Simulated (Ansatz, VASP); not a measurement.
# Nb in VASP and in Ansatz

Contents of INCAR:

```
SYSTEM = Nb
PREC = Accurate
ENCUT = 520
EDIFF = 1E-7
ISMEAR = -1
SIGMA = 0.1
LREAL = .False.
LASPH = .True.
NELM = 60
ALGO = Normal
ISIF = 2
LWAVE = .False.
LCHARG = .True.
LELF = .True.
LVHAR = .True.
NBANDS = 12
```

KPOINTS

```
Automatic mesh
0
Gamma
  20 20 20
  0 0 0
```

The input POSCAR:

```
Nb
1.0
   -1.6231103068      1.6231103068      1.6231103068
    1.6231103068     -1.6231103068      1.6231103068
    1.6231103068      1.6231103068     -1.6231103068
Nb
1
Direct
    0.0000000000      0.0000000000      0.0000000000
```

Input for Ansatz:

```yaml
crystal:
  lattice:
    - [-1.6231103068, 1.6231103068, 1.6231103068]
    - [1.6231103068, -1.6231103068, 1.6231103068]
    - [1.6231103068, 1.6231103068, -1.6231103068]
  atoms:
    - { symbol: Nb, position: [0.0, 0.0, 0.0] }
hamiltonian:
  xc: lda
  pseudopotentials:
    kind: paw
    azcp:
      Nb: "pseudopotentials/Nb.paw.azcp"
basis:
  ecutwfc: 420
  fft_grid_basis: typed
kpoints:
  mp_grid: { grid: [20, 20, 20], shift: [0, 0, 0] }
magnetization:
  spin_polarized: false
scf:
  occupations: { method: fermi_dirac, width: 0.1 }
  lower_state_search: "off"
output:
  stress: true
```

Alike in both runs: task single point; functional LDA; k mesh 20 × 20 × 20; occupations fermi-dirac, width 0.1 eV; no spin polarisation.

|  | VASP | Ansatz |
| --- | --- | --- |
| version | VASP 6.6.1 | Ansatz 0.2.0 |
| potentials or method | VASP PAW LDA potentials, release 64 (Nb_sv) | plane waves (420 eV) with PAW, scalar-relativistic |
| plane-wave cutoff (eV) | 520 | 420 |
| valence electrons in the cell | 13 | 13 |

Ansatz gave:

* pressure (GPa): 0.4

**Question.** What did VASP give for the same quantities?

**Answer.** Pressure (GPa): 0.2.

Ansatz warned: «pseudo_functional_mismatch».
